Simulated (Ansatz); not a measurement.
## SnO: changing the share of exact exchange

```yaml
crystal:
  lattice:
    - [3.81370, 0.00000, 0.00000]
    - [0.00000, 3.81370, 0.00000]
    - [0.00000, 0.00000, 4.88691]
  atoms:
    - { symbol: Sn, position: [0.50000, 0.00000, 0.76463] }
    - { symbol: Sn, position: [0.00000, 0.50000, 0.23537] }
    - { symbol: O, position: [0.00000, 0.00000, 0.00000] }
    - { symbol: O, position: [0.50000, 0.50000, 0.00000] }
```

The cell is a database's computed one, not the measured one.

Kept alike: task single point; k mesh 4 × 4 × 3; occupations fermi-dirac, width 0.05 eV; no spin polarisation. Program: Ansatz, Ansatz PAW, cutoff 500 eV. The mesh is that of the run's cell of 4 atoms. No spin-orbit coupling.

| run | pressure (GPa) |
| --- | --- |
| A | -4.07 |
| B | -2.03 |
| C | -0.44 |
| D | -5.52 |
| E | -1.50 |
| F | -3.07 |

The k mesh is coarse, so the values aren't converged. Pressure is positive in compression, with a Pulay correction for the finite cutoff. All rows use potentials made for PBE. The mesh is thin for exact exchange.

Q: The runs differ in the share of exact exchange alone: 0; 0.1; 0.15; 0.25; 0.35; 0.5. Which run is which?

A: Run A is 0.35; run B is 0.15; run C is 0; run D is 0.5; run E is 0.1; run F is 0.25. The pressure falls from -0.44 to -5.52 GPa between 0 and 0.5. Exact exchange shortens the bonds here, so the pressure at fixed cell falls.
